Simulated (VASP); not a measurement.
Li$_{2}$O (antifluorite): the lattice constant a from VASP (plane waves, PAW) at several levels of theory. Static lattice.

```csv
level,lattice constant a (Å)
LDA,4.500
PBE,4.633
PBEsol,4.593
RPBE,4.699
AM05,4.610
PBE-D3(BJ),4.533
PBE-D4,4.600
optB88-vdW,4.607
rev-vdW-DF2,4.611
revTPSS,4.605
SCAN,4.575
r2SCAN,4.586
```

The cell of the LDA run:

```
Li2O
1.0
    0.00000     2.24997     2.24997
    2.24997     0.00000     2.24997
    2.24997     2.24997     0.00000
Li O
2 1
Direct
  0.25000   0.25000   0.25000
  0.75000   0.75000   0.75000
  0.00000   0.00000   0.00000
```

Only levels that ran to the end are used. Left out are those held back, those with too coarse a band path, GW runs whose mesh misses a band edge, hybrids' fits of cells that aren't cubic and levels without matching references; a question may draw on a part of the rest.

The compound is Li2O in the antifluorite structure.
